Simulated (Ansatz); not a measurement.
## ZnSe (F-43m) as a strained film

```
Zn Se
1.0
     2.78376    2.78376    0.00000
    -2.78376    2.78376    0.00000
     0.00000    2.78376    2.78376
Zn Se
1 1
Direct
  0.00000 0.00000 0.00000
  0.75000 0.25000 0.50000
```

This cell was relaxed by PAW under LDA. A film on a (001) substrate is mimicked by stretching x and y by ε∥; the length along z and the atoms then relax by PAW (default files of Ansatz 0.2.0, cutoff 420 eV, stress met within about 0.05 GPa). Stress and levels come from LDA, all-electron LAPW in Ansatz 0.2.0, scalar-relativistic; k mesh 8×8×8, fixed occupations, basis error target 0.5 meV/atom. Conduction levels are in eV over the valence top, at fixed fractional wave vectors.

```csv
ε∥ (%),ε⊥ (%),"σ∥ (GPa, tension positive)",Γ,L (oblique),X ∥ z,X ⊥ z,2nd valence level at Γ,3rd
-2.0,2.369,-1.84,1.253,2.390,2.751,2.524,0.000,-0.187
-1.0,1.193,-0.90,1.253,2.427,2.721,2.610,0.000,-0.089
-0.5,0.597,-0.45,1.252,2.440,2.707,2.652,0.000,-0.044
0.0,0.000,-0.02,1.250,2.449,2.694,2.694,0.000,0.000
0.5,-0.608,0.40,1.206,2.412,2.640,2.694,-0.042,-0.042
1.0,?,?,?,?,?,?,?,?
2.0,-2.458,1.58,1.079,2.296,2.496,2.702,-0.156,-0.156
```

The last two columns are counted from the highest valence level at Γ.

Problem. How does the film contract along z, and how stiff is it in the plane?

Solution. Quadratic fits through the 6 rows shown have slopes dε⊥/dε∥ = -1.207 and dσ∥/dε∥ = 85.6 GPa at zero strain. Elasticity asks −2C12/C11 = -1.206 and C11 + C12 − 2C12²/C11 = 85.4 GPa, from PAW constants C11 = 97.6, C12 = 58.8 GPa. At the level of the σ∥ column the films keep up to 0.01 GPa along z against the unstrained cell, and the constants are scalar-relativistic PAW values, so part of the difference is the change of level.

Problem. Which shear deformation potential b does the valence splitting give?

Solution. Without spin-orbit coupling the single level moves against the pair by 3b(ε⊥ − ε∥): -0.0436 eV at ε⊥ − ε∥ = 0.01097 and 0.0418 eV at -0.01108, so b = -1.29 eV.

Problem. Fill the row at ε∥ = 1.0 %.

Solution. The fits give ε⊥ = -1.219 % and σ∥ = 0.81 GPa. Computed: ε⊥ (%) = -1.219, σ∥ (GPa, tension positive) = 0.81, Γ = 1.162, L (oblique) = 2.375, X ∥ z = 2.589, X ⊥ z = 2.695, 2nd valence level at Γ = -0.082, 3rd = -0.082. The levels have a kink at zero strain, where another valence state takes the top, so one parabola doesn't fit them.

Problem. How fast does the least gap among these points move on each side of zero strain?

Solution. dE_g/dε∥ is -4 meV per % on the compressed side and -89 on the stretched side, so the gap rises under compression and falls under tension. The lowest conduction level stays at Γ.

Caveats: no spin-orbit coupling on heavy atoms; the frozen-core PAW files of the relaxations were fitted under PBE, their cores solved anew for this functional; semilocal gaps are low, and the spacing of valleys can be off by tenths of an eV; levels are read at fixed fractional k, so an edge that moves off these points is missed; with spin-orbit coupling the valence top splits by 2|b| and not 3|b| times the shear while that is small against the spin-orbit gap, so the gap's slopes differ from these.
